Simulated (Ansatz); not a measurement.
# ZnSe (Stilleite) (F-43m) in Ansatz: band structure with HSE06

Aim: the band structure of ZnSe (Stilleite) with HSE06.

Program: Ansatz 0.2.0. These are calculated values, not measurements. Logs are shortened: lines on timing, memory, paths and dates and some standing lists are left out, and cuts for length are marked.

**The experiment to reproduce.**

From “Alloy Disordering Effects on the Thermal Conductivity and Energy Gap Temperature Dependence of Cd1−xZnxSe Ternary Crystals Grown by the Bridgman Method”, 2023, pmc:10253836, for a bulk crystal of ZnSe at 300 K: band gap 2.695 ± 0.003 eV (an exciton energy, a little under the gap).

The runs below are set against these values where they give the same quantity.

## (1) Starting point

The structure is cubic, space group F-43m (No. 216). The conventional cell has a = 5.668 Å, b = 5.668 Å, c = 5.668 Å, α = 90.00°, β = 90.00°, γ = 90.00°. Se (site symmetry -43m) has 4 Zn at 2.45 Å as nearest neighbours. Zn (site symmetry -43m) has 4 Se at 2.45 Å as nearest neighbours.

## (2) Band structure, HSE06

Contents of input:

```
crystal:
  lattice:
    - [0.0, 2.8338, 2.8338]
    - [2.8338, 0.0, 2.8338]
    - [2.8338, 2.8338, 0.0]
  atoms:
    - { symbol: Se, position: [0.75, 0.75, 0.75] }
    - { symbol: Zn, position: [0.0, 0.0, 0.0] }
hamiltonian:
  xc: hse06
  pseudopotentials: { kind: paw }
kpoints:
  mp_grid: { grid: [6, 6, 6] }
  band_path:
    path:
      - [[0.0, 0.0, 0.0], [0.5, 0.0, 0.5], [0.5, 0.25, 0.75], [0.375, 0.375, 0.75], [0.0, 0.0, 0.0], [0.5, 0.5, 0.5], [0.625, 0.25, 0.625], [0.5, 0.25, 0.75], [0.5, 0.5, 0.5], [0.375, 0.375, 0.75]]
      - [[0.625, 0.25, 0.625], [0.5, 0.0, 0.5]]
    npoints: 4
scf:
  occupations: { method: fermi_dirac, width: 0.05 }
  n_extra_bands: 6
output:
  forces: true
  stress: true
  eigenvalues: true
  fatbands: false
  write_density: true
  write_potential: true
  elf: true
  volumetric_format: npy
```

Potentials or basis: Ansatz PAW.

Standard output:

```text
Warning: output.stress: scf.convergence.dr2_threshold = 1e-7 eV (the SCF's general default) is looser than the 2e-10 eV advised for a printed stress (1e-10 eV for each atom of the cell: 2). What an SCF threshold leaves in a stress goes as its square root, and in the free energy as the threshold itself, and one threshold admits the most on a small cell: of the crystals measured, under no hybrid functional and no lock of the moments, on runs that ended without the residual-converged pass, on stresses that held no estimate of that error, the worst erred by over 100 MPa in a component at 1e-7 eV an atom and by under 5 at 1e-10. Set scf.convergence.dr2_threshold to 2e-10 eV or tighter. The threshold is an SCF's pass mark: one that does not reach it within its budget of iterations ends unconverged, or closes short of it on a stop that the run arms, and scf.convergence.dr2_threshold's page says what that costs each kind of run
Warning: output.stress: scf.exx.energy_threshold = 1e-6 eV is looser than the 2e-8 eV advised for a stress under a hybrid functional (1e-8 eV for each atom of the cell: 2). Every SCF of the exchange loop can meet its threshold on dr2 while the loop round them stops early: no threshold on dr2 bounds what that leaves in the stress. Set scf.exx.energy_threshold to 2e-8 eV or tighter. The threshold is the loop's pass mark: a loop that does not reach it within its budget of cycles ends unconverged, and scf.exx.energy_threshold's page has the law
scf.n_extra_bands = 6 over 14 filled bands (N_el = 28.0): the run solves 20 bands
GPUs: using 1 of 1 available (devices: 1).
Engine: ansatz 0.2.0, x86_64-unknown-linux-gnu
Pseudopotentials: kind: paw
Pseudopotential: Se, paw, valence charge 16, recommended cutoff 420 eV (normal), Se.paw.azcp
Pseudopotential: Zn, paw, valence charge 12, recommended cutoff 420 eV (normal), Zn.paw.azcp
Functional definition: HSE06
  parameter a = 0.25
  parameter omega = 0.11/bohr
  exchange = pbe_x - a*pbe_x_sr(omega) + a*exact_x_sr(omega)
  correlation = pbe_c
device memory: the entry about to start is reckoned to put 0.5 GiB on a device that reports 65.4 GiB free (of which the cap on the GPU budget leaves the run 18.0 GiB)
GPU FFT provider: cuFFT
GPU libraries: cuBLAS 13.8.2, cuFFT 12.4.0, cuSOLVER 12.3.4
Crystal: 2 atoms, lattice volume = 45.513 Å³
Basis set: ecut = 420 eV, 893 PW (Γ), exchange–correlation on 54×54×54 points (8 copies of the dense FFT grid, shifted against one another)
Bands: 20, of which v1, the nominal top of the filled ones, is band 14 counted from 1 (13 counted from 0)
Symmetry: 24 space group operations
Space group: F-43m (ITA 216), of the structure as read, at distance tolerance 3.6e-5 Å
k-points: 16 of 216 (time reversal used)
Non-local potential: Se, projectors of the file, l = 0: 2, l = 1: 2, l = 2: 3, l = 3: 1
Non-local potential: Zn, projectors of the file, l = 0: 2, l = 1: 2, l = 2: 3, l = 3: 1
PAW form: soft (Blöchl's): semilocal exchange-correlation on the pseudo side does not see the compensation charge
PAW frozen core: Se, regenerated for the run's functional, and the local potential with it (the file was generated under x = pbe(κ = 0.804, μ = 0.2195149727645171), c = pbe(β = 0.06672455060314922))
PAW frozen core: Zn, regenerated for the run's functional, and the local potential with it (the file was generated under x = pbe(κ = 0.804, μ = 0.2195149727645171), c = pbe(β = 0.06672455060314922))
PAW one-centre angular grid: Se, 590 points (default); XC on 64 Gauss nodes
PAW one-centre angular grid: Zn, 590 points (default); XC on 64 Gauss nodes
Initial density: superposition of atomic densities (neutral atoms: chi_scale 0, normalization atom), corrected by the library's trained network
Initial wavefunctions: pseudopotential atomic-orbital guess
GPU buffer pool allocated for 19683 grid points (all kernels)
GPU transforms: local potential and band sums: pruned to the plane-wave sphere, on 25×27×27
Functional: x = pbe(κ = 0.804, μ = 0.2195149727645171), c = pbe(β = 0.06672455060314922), warm-up for x = pbe(κ = 0.804, μ = 0.2195149727645171) + 0.25 (exact − pbe) at short range (hse, ω = 0.20786987370883472 Å⁻¹), c = pbe(β = 0.06672455060314922); HSE06 as pw.x's `hse` composes it (authors' and Libxc's form: `xc: wpbeh`)
SCF iter   1: F=—  HF=-8789.523203 eV  |F-HF|=—  |Δ(HF+E_count)|=         —  Δρ=1.62e-3  dr2=1.23e-3  ethr=1.77e-3  ⟨swp⟩=12.2  Hψ=1578  notcnv=0
preconditioner: auto → none  [insulator: Δε(μ)=1.287 eV  Ē_g=13.673 eV  σ=0.050 eV  W_gap=1.00  n_scr=14 (ndim 8)  ℏωp=23.4 eV  f_vac=0.121  D(μ)=0.00/eV (n_scr^D=0)]
SCF iter   2: F=—  HF=-8789.522882 eV  |F-HF|=—  |Δ(HF+E_count)|=   3.21e-4  Δρ=1.32e-3  dr2=5.53e-4  ethr=4.38e-6  ⟨swp⟩=4.6  Hψ=1090  notcnv=0  defer=2
iter 3 solved again at ethr=1.83e-8 eV; its pass at ethr=1.98e-6 eV (dr2=5.13e-6 eV) is discarded
SCF iter   3: F=-8789.522661 eV  HF=-8789.522646 eV  |F-HF|=1.46e-5  |Δ(HF+E_count)|=   2.36e-4  Δρ=1.50e-4  dr2=5.16e-6  ethr=1.83e-8  ⟨swp⟩=3.2  Hψ=1358  notcnv=0
SCF 1 stopped early in 3 iterations: F = -8789.522661 eV  dr2 = 5.16e-6
device memory: the entry about to start is reckoned to put 1.1 GiB on a device that reports 66.0 GiB free (of which the cap on the GPU budget leaves the run 18.0 GiB)
GPU FFT provider: cuFFT
GPU libraries: cuBLAS 13.8.2, cuFFT 12.4.0, cuSOLVER 12.3.4
Initial density: handed on by an earlier stage of this run
Initial wavefunctions: those handed on with the density
GPU buffer pool allocated for 19683 grid points (all kernels)
GPU transforms: local potential and band sums: pruned to the plane-wave sphere, on 25×27×27
Functional: x = pbe(κ = 0.804, μ = 0.2195149727645171) + 0.25 (exact − pbe) at short range (hse, ω = 0.20786987370883472 Å⁻¹), c = pbe(β = 0.06672455060314922); HSE06 as pw.x's `hse` composes it (authors' and Libxc's form: `xc: wpbeh`)
Exchange kernel: α = 0.2500, screened, ω = 0.2079 Å⁻¹, Wigner–Seitz truncation, v(0) = 1046.6420 eV·Å³, q-mesh 6×6×6, nearest image of the exchange supercell L = 24.05 Å, pair-density grid 15×15×15, without the augmentation charges, whose exchange is taken in its separable form by FFT convolution over the k-point mesh (sized by the pseudopotential files, 24×24×24 at the most), smooth part of the exact exchange by density-matrix convolution in up to 3.18 GiB of GPU memory as planned if the GPU has room (build and FFT work areas not counted)
Frozen-core exchange: fock
SCF iter   1: F=—  HF=-8791.202670 eV  |F-HF|=—  |Δ(HF+E_count)|=         —  Δρ=2.04e-2  dr2=9.68e-2  ethr=1.84e-7  ⟨swp⟩=7.2  Hψ=1682  notcnv=0
preconditioner: auto → none  [insulator: Δε(μ)=2.361 eV  Ē_g=16.243 eV  σ=0.050 eV  W_gap=1.00  n_scr=14 (ndim 8)  ℏωp=23.4 eV  f_vac=0.121  D(μ)=0.00/eV (n_scr^D=0)]
SCF iter   2: F=—  HF=-8791.171378 eV  |F-HF|=—  |Δ(HF+E_count)|=   3.13e-2  Δρ=2.98e-3  dr2=5.65e-3  ethr=1.84e-7  ⟨swp⟩=5.0  Hψ=1398  notcnv=0
SCF iter   3: F=—  HF=-8791.175710 eV  |F-HF|=—  |Δ(HF+E_count)|=   4.33e-3  Δρ=4.34e-3  dr2=3.95e-3  ethr=1.84e-7  ⟨swp⟩=5.0  Hψ=1275  notcnv=0
SCF iter   4: F=—  HF=-8791.175371 eV  |F-HF|=—  |Δ(HF+E_count)|=   3.39e-4  Δρ=1.80e-3  dr2=6.58e-4  ethr=1.84e-7  ⟨swp⟩=4.0  Hψ=848  notcnv=0
SCF iter   5: F=—  HF=-8791.176339 eV  |F-HF|=—  |Δ(HF+E_count)|=   9.67e-4  Δρ=7.85e-4  dr2=1.43e-4  ethr=1.84e-7  ⟨swp⟩=4.0  Hψ=847  notcnv=0
SCF iter   6: F=-8791.176261 eV  HF=-8791.176261 eV  |F-HF|=2.78e-7  |Δ(HF+E_count)|=   7.75e-5  Δρ=2.05e-5  dr2=8.29e-7  ethr=1.84e-7  ⟨swp⟩=4.0  Hψ=765  notcnv=0
SCF 2 stopped early in 6 iterations: F = -8791.176261 eV  dr2 = 8.29e-7
hybrid outer 1: dexx = +1.176e-2 eV, tail = 7.43e-5 eV
GPU FFT provider: cuFFT
GPU libraries: cuBLAS 13.8.2, cuFFT 12.4.0, cuSOLVER 12.3.4
GPU buffer pool allocated for 19683 grid points (all kernels)
GPU transforms: local potential and band sums: pruned to the plane-wave sphere, on 25×27×27
Exchange kernel: α = 0.2500, screened, ω = 0.2079 Å⁻¹, Wigner–Seitz truncation, v(0) = 1046.6420 eV·Å³, q-mesh 6×6×6, nearest image of the exchange supercell L = 24.05 Å, pair-density grid 15×15×15, without the augmentation charges, whose exchange is taken in its separable form by FFT convolution over the k-point mesh (sized by the pseudopotential files, 24×24×24 at the most), smooth part of the exact exchange by density-matrix convolution in up to 3.18 GiB of GPU memory as planned if the GPU has room (build and FFT work areas not counted)
Frozen-core exchange: fock
SCF iter   1: F=—  HF=-8791.175902 eV  |F-HF|=—  |Δ(HF+E_count)|=         —  Δρ=1.02e-4  dr2=2.78e-6  ethr=1.33e-6  ⟨swp⟩=3.6  Hψ=738  notcnv=0
preconditioner: auto → none  [insulator: Δε(μ)=2.415 eV  Ē_g=15.964 eV  σ=0.050 eV  W_gap=1.00  n_scr=14 (ndim 8)  ℏωp=23.4 eV  f_vac=0.119  D(μ)=0.00/eV (n_scr^D=0)]
SCF iter   2: F=—  HF=-8791.175902 eV  |F-HF|=—  |Δ(HF+E_count)|=   1.49e-7  Δρ=3.00e-5  dr2=2.96e-7  ethr=9.22e-9  ⟨swp⟩=4.0  Hψ=898  notcnv=0
SCF iter   3: F=—  HF=-8791.175903 eV  |F-HF|=—  |Δ(HF+E_count)|=   8.09e-7  Δρ=2.08e-5  dr2=1.12e-7  ethr=5.52e-10  ⟨swp⟩=4.2  Hψ=819  notcnv=0
SCF iter   4: F=-8791.175903 eV  HF=-8791.175903 eV  |F-HF|=6.77e-10  |Δ(HF+E_count)|=   2.68e-8  Δρ=5.16e-6  dr2=7.04e-9  ethr=3.56e-10  ⟨swp⟩=3.0  Hψ=641  notcnv=0
SCF 3 converged in 4 iterations: F = -8791.175903 eV  dr2 = 7.04e-9
  Residual-converged pass: ⟨swp⟩=3.8  Hψ=767  notcnv=0  max |occ|·‖R‖ = 2.2e-6 eV (tolerance 2.4e-6 eV)  dr2=6.99e-9  dr2_onsite=5.87e-10  max |Δocc| = 7.2e-19
hybrid outer 2: dexx = +8.575e-7 eV, tail = 4.40e-8 eV, Δε = 4.09e-3 eV (about 1.58e-4 eV left of the loop's levels)
device memory: the entry about to start is reckoned to put 0.4 GiB on a device that reports 75.9 GiB free (of which the cap on the GPU budget leaves the run 18.0 GiB)
NSCF: frozen V_eff on 42 k-points, pencils in batches of 32, up to order 88
hybrid SCF converged: 2 outer / 10 inner (+3 warm-up), last move |dexx| = 8.58e-7 eV, tail = 4.40e-8 eV
Stability not checked: this state was not tested for a lower state beside it, because the functional holds exact exchange (a hybrid, or Hartree-Fock), whose exchange loop this test does not read (fock_operator; see scf.lower_state_search)
Free energy (F): -8791.175903 eV
Frozen-core exchange: fock
Harris-Foulkes:  -8791.175903 eV  (|F-HF|=6.77e-10)
Internal energy: -8791.175903 eV  (E = F + TS)
E sigma→0 (E₀):  -8791.175903 eV
Fermi energy:    7.371051 eV
--- Per-component energies (eV) ---
  E_band       = -454.944912
  E_kinetic    = 249.022869
  E_local      = -4401.407835  (includes V_loc(G=0)·N_el)
  E_nonlocal   = 22.340038
  E_hartree    = 2044.416466
  E_xc         = -192.346368
  E_vxc        = -120.085580  (∫ρ·V_xc dr)
  E_exx        = -110.168513  (= α·E_x^exact, valence–valence)
  E_paw        = -3681.658518  (= ΣΔE_a)
  E_vpaw       = -73.309196  (= ΣTr[D̂ρ^β])
  E_aug_tail   = -0.000895  (compensation charges beyond the density's cutoff)
  E_ewald      = -2720.942845
  E_core_change = -0.430313  (= ΣΔE_core)
  E_smearing   = -0.000000  (= −TS)
  E_closure    = 0.000012  (closes the sum)
  Σ components = -8791.175903   (vs F -8791.175903, Δ=1.82e-12)
--- Forces (eV/Å), atoms counted from 1 ---
  atom   1  Se     0.00000000    -0.00000000    -0.00000000
  atom   2  Zn    -0.00000000     0.00000000     0.00000000
  max |Σ_I F_I| component: 1.48e-16 eV/Å
--- Stress (GPa, compression-positive) ---
        1.152035      -0.000000      -0.000000
        0.000000       1.152035       0.000000
       -0.000000       0.000000       1.152035
  P = ⅓ Tr σ = 1.1520 GPa (11.520 kbar)
--- Band table (eV; the first three rows and the last of 16) ---
  k-point 0: bands = ["-44.2491", "-44.2491", "-44.2491", "-44.2439", "-44.2439", "-8.2246", "-2.1109", "-2.1109", "-2.1109", "-1.7848", "-1.7848", "6.1352", "6.1352", "6.1352", "8.5506", "13.0849", "13.0849", "13.0849", "17.4112", "18.8630"]
  k-point 1: bands = ["-44.2491", "-44.2491", "-44.2491", "-44.2439", "-44.2439", "-8.0327", "-2.0870", "-2.0870", "-2.0702", "-1.7865", "-1.7865", "4.1888", "5.8715", "5.8715", "9.7932", "13.1360", "13.5134", "13.5134", "17.7675", "17.7675"]
  k-point 2: bands = ["-44.2490", "-44.2490", "-44.2490", "-44.2438", "-44.2438", "-7.6045", "-2.0465", "-2.0465", "-1.8696", "-1.7805", "-1.7805", "1.7709", "5.4203", "5.4203", "9.9386", "13.7605", "13.7605", "14.9229", "17.7458", "18.4354"]
  k-point 15: bands = ["-44.2491", "-44.2489", "-44.2488", "-44.2438", "-44.2438", "-7.0699", "-1.9773", "-1.9312", "-1.8508", "-1.7703", "-1.4693", "1.1512", "3.3060", "3.4646", "11.5359", "12.1203", "15.6809", "15.9714", "19.3337", "21.4602"]
```

It took 54 s on 1 × NVIDIA H100 80GB HBM3 with 2 threads of AMD EPYC 7R13 (Zen 3), shared host; peak memory 2.2 GiB.

Results:

```yaml
Free_energy: -8791.1759 eV
Pressure: 1.2 GPa
Band_gap_on_the_k_mesh: 2.42 eV, direct
Band_gap_along_the_path: 2.42 eV, direct
```

Levels at the corners of the path, in eV from the valence-band top:
```
point  band 12  band 13  band 14  band 15  band 16  band 17
    Γ     0.00     0.00     0.00     2.42     6.95     6.95
    X    -5.14    -2.31    -2.31     3.85     4.49    12.17
    W    -4.92    -3.00    -2.78     6.43     6.89     8.21
    K    -4.98    -3.30    -1.89     4.56     6.76    10.28
    Γ     0.00     0.00     0.00     2.42     6.95     6.95
    L    -5.54    -0.91    -0.91     3.65     7.50     7.50
    U    -4.98    -3.30    -1.89     4.56     6.76    10.28
    W    -4.92    -3.00    -2.78     6.43     6.89     8.21
    L    -5.54    -0.91    -0.91     3.65     7.50     7.50
    K    -4.98    -3.30    -1.89     4.56     6.76    10.28
    U    -4.98    -3.30    -1.89     4.56     6.76    10.28
    X    -5.14    -2.31    -2.31     3.85     4.49    12.17
```

Caveat: the PAW data sets come from PBE, with cores solved anew for the run's functional, which leaves a small shift of forces and pressure; the thresholds are loose for stress.

## (3) How close it comes

Step 2. Against the measured gap of ZnSe, 2.695 eV (an exciton energy, a little under the gap; 300 K; “Alloy Disordering Effects on the Thermal Conductivity and Energy Gap Temperature Dependence of Cd1−xZnxSe Ternary Crystals Grown by the Bridgman Method”, 2023, pmc:10253836), the calculated 2.42 eV is off by -0.28 eV. Spin-orbit coupling on Se is left out. The value is that of HSE06, without temperature or zero-point motion.
